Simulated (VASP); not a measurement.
VASP 6.6.1, PBE single-point calculation, AlN (strained wurtzite)

INCAR

```
LREAL = .FALSE.
LASPH = .TRUE.
ISIF = 2
SIGMA = 0.02
IBRION = -1
ENCUT = 520
PREC = Accurate
EDIFF = 1E-7
NBANDS = 16
NSW = 0
GGA = PE
ISMEAR = -1
NELM = 120
LWAVE = .FALSE.
LCHARG = .FALSE.
```

KPOINTS

```
KPOINTS created by Atomic Simulation Environment
0
Gamma
12 12 6
0 0 0
```

KPOINTS_OPT

```
special points
6
Reciprocal
0.0000000000 0.0000000000 0.0000000000 1
0.5000000000 0.0000000000 0.0000000000 1
0.3333333333 0.3333333333 0.0000000000 1
0.0000000000 0.0000000000 0.5000000000 1
0.5000000000 0.0000000000 0.5000000000 1
0.3333333333 0.3333333333 0.5000000000 1
```

POSCAR

```
Al N
 1.0000000000000000
     3.1066937601931870    0.0000000000000000    0.0000000000000000
    -1.5533468800965935    2.6904757181059007    0.0000000000000000
     0.0000000000000000    0.0000000000000000    5.0283774674000004
 Al  N
   2   2
Cartesian
  0.0000000000000001  1.7936504787372671 -0.0121858867581910
  1.5533468800965935  0.8968252393686336  2.5020028469418096
  0.0000000000000001  1.7936504787372671  1.8978274370331916
  1.5533468800965935  0.8968252393686336  4.4120161707331924
```

VASP ran with the recommended PBE PAW datasets (16 valence electrons in the cell).

Command

```
mpirun -np 1 vasp_std
```

From OUTCAR

```
k-points           NKPTS =     76   k-points in BZ     NKDIM =     76   number of bands    NBANDS=     16

   NELECT =      16.0000    total number of electrons

   dimension x,y,z NGX =    24 NGY =   24 NGZ =   40
   dimension x,y,z NGXF=    48 NGYF=   48 NGZF=   80

  energy-cutoff  :      520.00
  volume of cell :       42.03
      direct lattice vectors                 reciprocal lattice vectors
     3.106693760  0.000000000  0.000000000     0.321885605  0.185840741  0.000000000
    -1.553346880  2.690475718  0.000000000     0.000000000  0.371681481  0.000000000
     0.000000000  0.000000000  5.028377467     0.000000000  0.000000000  0.198871307

 k-points in reciprocal lattice and weights: KPOINTS created by Atomic Simulation Env
   0.00000000  0.00000000  0.00000000       0.001
   0.08333333  0.00000000  0.00000000       0.007
   0.16666667  0.00000000  0.00000000       0.007
   0.25000000  0.00000000  0.00000000       0.007
   0.33333333  0.00000000  0.00000000       0.007
   0.41666667 -0.00000000  0.00000000       0.007
   0.50000000  0.00000000  0.00000000       0.003
   0.08333333  0.08333333  0.00000000       0.007
   ...

 E-fermi :   6.4487

 k-point     1 :       0.0000    0.0000    0.0000
  band No.  band energies     occupation
      1      -9.0560      2.00000
      2      -6.9728      2.00000
      3       0.0884      2.00000
      4       5.2863      2.00000
      5       5.2863      2.00000
      6       5.9055      2.00000
      7       5.9055      2.00000
      8       6.0292      2.00000
      9      10.2327      0.00000
     10      12.7967      0.00000
     11      16.5805      0.00000
     12      17.3030      0.00000
     13      17.3030      0.00000
     14      18.9231      0.00000
     15      19.2382      0.00000
     16      19.2382      0.00000

 k-point     2 :       0.0833    0.0000    0.0000
  band No.  band energies     occupation
      1      -8.9674      2.00000
      2      -6.9213      2.00000
      3       0.1943      2.00000
      4       4.8709      2.00000
      5       5.1699      2.00000
      6       5.4876      2.00000
      7       5.8903      2.00000
      8       5.9942      2.00000
      9      10.6512      0.00000
     10      13.1671      0.00000
     11      16.2226      0.00000
     12      16.6894      0.00000
     13      17.5587      0.00000
     14      18.8407      0.00000
     15      19.1325      0.00000
     16      19.3021      0.00000

 k-point     3 :       0.1667    0.0000    0.0000
  band No.  band energies     occupation
      1      -8.7090      2.00000
      2      -6.7798      2.00000
      3       0.5066      2.00000
      4       3.8580      2.00000
      5       4.6048      2.00000
      6       4.8964      2.00000
      7       5.8183      2.00000
      8       5.8695      2.00000
      9      11.5042      0.00000
     10      13.8593      0.00000
     11      15.2025      0.00000
     12      15.8889      0.00000
     13      18.2295      0.00000
     14      18.3527      0.00000
     15      18.4538      0.00000
     16      18.8935      0.00000

 k-point     4 :       0.2500    0.0000    0.0000
  band No.  band energies     occupation
      1      -8.3068      2.00000
      2      -6.5909      2.00000
      3       1.0064      2.00000
      4       2.6771      2.00000
      5       3.6334      2.00000
      6       4.5819      2.00000
      7       5.6178      2.00000
      8       5.6898      2.00000
      9      12.2252      0.00000
     10      13.7007      0.00000
     11      14.1209      0.00000
     12      16.1493      0.00000
     13      17.6735      0.00000
     14      18.0222      0.00000
     15      18.0876      0.00000
     16      19.4273      0.00000

 k-point     5 :       0.3333    0.0000    0.0000
  band No.  band energies     occupation
      1      -7.8140      2.00000
      2      -6.4299      2.00000
      3       1.5999      2.00000
      4       1.6825      2.00000
      5       2.7643      2.00000
      6       4.3083      2.00000
      7       5.2011      2.00000
      8       5.5493      2.00000
      9      12.3167      0.00000
     10      12.7343      0.00000
     11      13.9946      0.00000
     12      16.3982      0.00000
     13      17.4636      0.00000
     14      17.8211      0.00000
     15      18.0806      0.00000
     16      20.5049      0.00000

 k-point     6 :       0.4167   -0.0000    0.0000
  band No.  band energies     occupation
      1      -7.3342      2.00000
      2      -6.3828      2.00000
      3       0.9133      2.00000
      4       2.1253      2.00000
      5       2.3712      2.00000
      6       4.1262      2.00000
      7       4.6552      2.00000
      8       5.4443      2.00000
      9      12.0132      0.00000
     10      12.0846      0.00000
     11      14.1692      0.00000
     12      16.3137      0.00000
     13      17.1097      0.00000
     14      18.0303      0.00000
     15      18.6208      0.00000
     16      21.1683      0.00000

 k-point     7 :       0.5000    0.0000    0.0000
  band No.  band energies     occupation
      1      -7.0931      2.00000
      2      -6.4193      2.00000
      3       0.6611      2.00000
      4       1.9103      2.00000
      5       2.7552      2.00000
      6       4.0627      2.00000
      7       4.3076      2.00000
      8       5.4058      2.00000
      9      11.8030      0.00000
     10      11.9354      0.00000
     11      14.2268      0.00000
     12      16.3110      0.00000
     13      16.9900      0.00000
     14      18.1005      0.00000
     15      18.8711      0.00000
     16      21.0694      0.00000

 k-point     8 :       0.0833    0.0833    0.0000
  band No.  band energies     occupation
      1      -8.7937      2.00000
      2      -6.8246      2.00000
      3       0.4035      2.00000
      4       4.2855      2.00000
      5       4.5566      2.00000
      6       5.2150      2.00000
      7       5.7734      2.00000
      8       5.9141      2.00000
      9      11.2794      0.00000
     10      13.7575      0.00000
     11      15.5799      0.00000
     12      15.8989      0.00000
     13      18.0583      0.00000
     14      18.3047      0.00000
     15      18.6416      0.00000
     16      19.4853      0.00000

 k-point     9 :       0.1667    0.0833    0.0000
  band No.  band energies     occupation
      1      -8.4627      2.00000
      2      -6.6584      2.00000
      3       0.8102      2.00000
      4       3.2669      2.00000
      5       3.7572      2.00000
      6       4.7990      2.00000
      7       5.5987      2.00000
      8       5.7288      2.00000
      9      12.1033      0.00000
     10      14.2695      0.00000
     11      14.4682      0.00000
     12      15.4669      0.00000
     13      17.5937      0.00000
     14      18.0153      0.00000
     15      18.6159      0.00000
     16      19.2759      0.00000

 k-point    10 :       0.2500    0.0833    0.0000
  band No.  band energies     occupation
      1      -8.0123      2.00000
      2      -6.4808      2.00000
      3       1.3854      2.00000
      4       2.1647      2.00000
      5       3.0178      2.00000
      6       4.3370      2.00000
      7       5.3984      2.00000
      8       5.4165      2.00000
      9      12.6125      0.00000
     10      13.2802      0.00000
     11      14.0584      0.00000
     12      16.1155      0.00000
     13      17.1279      0.00000
     14      17.7233      0.00000
     15      18.3349      0.00000
     16      20.1487      0.00000

 k-point    11 :       0.3333    0.0833    0.0000
  band No.  band energies     occupation
      1      -7.5156      2.00000
      2      -6.3766      2.00000
      3       1.2795      2.00000
      4       2.0666      2.00000
      5       2.4003      2.00000
      6       3.9860      2.00000
      7       4.9123      2.00000
      8       5.2574      2.00000
      9      12.2731      0.00000
     10      12.5903      0.00000
     11      14.2229      0.00000
     12      16.2750      0.00000
     13      16.9469      0.00000
     14      18.1186      0.00000
     15      18.2733      0.00000
     16      20.8291      0.00000

 k-point    12 :       0.4167    0.0833    0.0000
  band No.  band energies     occupation
      1      -7.1190      2.00000
      2      -6.3975      2.00000
      3       0.7928      2.00000
      4       2.0142      2.00000
      5       2.7029      2.00000
      6       3.8018      2.00000
      7       4.3968      2.00000
      8       5.1665      2.00000
      9      11.8149      0.00000
     10      12.3614      0.00000
     11      14.3941      0.00000
     12      16.2578      0.00000
     13      16.8738      0.00000
     14      18.0688      0.00000
     15      18.8440      0.00000
     16      21.1782      0.00000

 ...

  Total        0.8883115      0.8883115      0.1371928      0.0000000      0.0000000      0.0000000
  in kB       33.8626117     33.8626117      5.2298178      0.0000000      0.0000000      0.0000000
  external PRESSURE =      24.3183471 kB  Pullay stress =       0.0000000 kB

 POSITION                                       TOTAL-FORCE (eV/Angst)
 -----------------------------------------------------------------------------------
      0.00000      1.79365      5.01619         0.000000     -0.000000     -0.000724
      1.55335      0.89683      2.50200        -0.000000      0.000000     -0.000724
      0.00000      1.79365      1.89783        -0.000000      0.000000      0.000724
      1.55335      0.89683      4.41202         0.000000      0.000000      0.000724
 -----------------------------------------------------------------------------------
    total drift:                               -0.000000     -0.000000      0.001083

  FREE ENERGIE OF THE ION-ELECTRON SYSTEM (eV)
  ---------------------------------------------------
  free  energy   TOTEN  =       -29.7742090997 eV

  energy  without entropy=      -29.7742090997  energy(sigma->0) =      -29.77420910
```

```json
{
 "gap between bands v and c": "4.20 eV",
 "least direct gap": "4.20 eV",
 "pressure": "2.4 GPa"
}
```

Band v is the last that the valence electrons fill when counted band by band, and c is the next.

The run took about 35 s on one core of a shared host (Intel Xeon Platinum 8488C) and held 0.2 GiB at most.
